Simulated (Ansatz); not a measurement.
SnSe (wurtzite) was relaxed with 3 functionals in the plane-wave code Ansatz, cell and atoms free, the symmetry of the start kept (meshes: PBE 6×6×4, r2SCAN 6×6×4, PBEsol 6×6×4). Values at 0 K without nuclear motion; spin polarisation is off, and the phase may be a hypothetical one.

The PBEsol result:
```cif
data_structure
_symmetry_space_group_name_H-M 'P 1'
_symmetry_Int_Tables_number 1
_cell_length_a 5.0157
_cell_length_b 5.0157
_cell_length_c 6.0395
_cell_angle_alpha 90.000
_cell_angle_beta 90.000
_cell_angle_gamma 120.000
_cell_volume 131.58
loop_
_atom_site_label
_atom_site_type_symbol
_atom_site_fract_x
_atom_site_fract_y
_atom_site_fract_z
_atom_site_occupancy
Sn1 Sn 0.33333 0.66667 0.94951 1
Sn2 Sn 0.66667 0.33333 0.44951 1
Se1 Se 0.33333 0.66667 0.42549 1
Se2 Se 0.66667 0.33333 0.92549 1
```

The symmetry is P6_3mc (No. 186, hexagonal); a = 5.016 Å, c = 6.039 Å in the conventional setting, 32.89 Å³ an atom. Around Sn lie 5 Se at 2.87–3.16 Å; around Se lie 5 Sn at 2.87–3.16 Å.

(1) Order the functionals by the relaxed volume, smallest first.
A. r2SCAN
B. PBE
C. PBEsol

(2) What lattice does r2SCAN give?

(3) What lattice does PBE give?

(4) Held at the r2SCAN cell, what mean stress does PBE find, and does its sign point to its own minimum?

Results:

(1) C (32.89 Å³/atom), A (34.42 Å³/atom), B (35.04 Å³/atom).

(2) a = 5.075 Å, c = 6.174 Å; the volume differs by +4.6 % from PBEsol's. Sn is surrounded by 5 Se at 2.80–3.38 Å; Se is surrounded by 5 Sn at 2.80–3.38 Å.

(3) a = 5.105 Å, c = 6.211 Å; the volume differs by +6.5 % from PBEsol's. Sn has 5 Se at 2.85–3.36 Å; Se has 5 Sn at 2.85–3.36 Å.

(4) Yes. PBE +0.86 GPa, and its relaxed volume is +1.8 % from r2SCAN's. Compression counts positive, so a positive stress asks for a larger cell.
